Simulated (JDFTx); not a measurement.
The system is TiC.

```
Ti C
1.0
     0.00000    2.16572    2.16572
     2.16572    0.00000    2.16572
     2.16572    2.16572    0.00000
Ti C
1 1
Direct
  0.00000 0.00000 0.00000
  0.50000 0.50000 0.50000
```

The cell is a database's computed one.

| Property | Result |
| --- | --- |
| Program | JDFTx 1.7.0 (patched build) |
| Task | relaxation of cell and atoms |
| Functional | PBE |
| Dispersion | D3(BJ) |
| Potentials or basis | PseudoDojo-SR-PBE-0.5-standard with smoothed tails |
| Cutoff | 1143 eV |
| Density cutoff | 9143 eV |
| k mesh | 11 × 11 × 11 |
| Occupations | fermi-dirac, width 0.05 eV |
| Spin | no spin polarisation |

At the start: pressure -7.0 GPa; volume 10.16 Å³/atom.

Q: How do energy, volume and symmetry change on relaxing?

A: Over 5 steps the energy falls by 6.2 meV/atom and the volume is 9.88 Å³/atom (-2.7 %); space group Fm-3m (No. 225, to 0.05 Å).

The path:
| step | energy change (eV) | largest force (eV/Å) | pressure (GPa) | volume (Å³) |
| --- | --- | --- | --- | --- |
| 1 | 0.0000 | 0.0000 | -7.00 | 20.32 |
| 2 | -0.0031 | 0.0000 | -6.11 | 20.24 |
| 3 | -0.0124 | 0.0000 | -0.05 | 19.76 |
| 4 | -0.0124 | 0.0000 | 0.00 | 19.76 |
| 5 | -0.0124 | 0.0000 | 0.00 | 19.76 |

Final structure:
```xyz
2
Lattice="0.0000 2.1458 2.1458 2.1458 0.0000 2.1458 2.1458 2.1458 0.0000" Properties=species:S:1:pos:R:3 pbc="T T T"
Ti    0.0000    0.0000    0.0000
C     2.1458    2.1458    2.1458
```

Caveat: pairwise dispersion overbinds metals, which lowers pressure and volume.
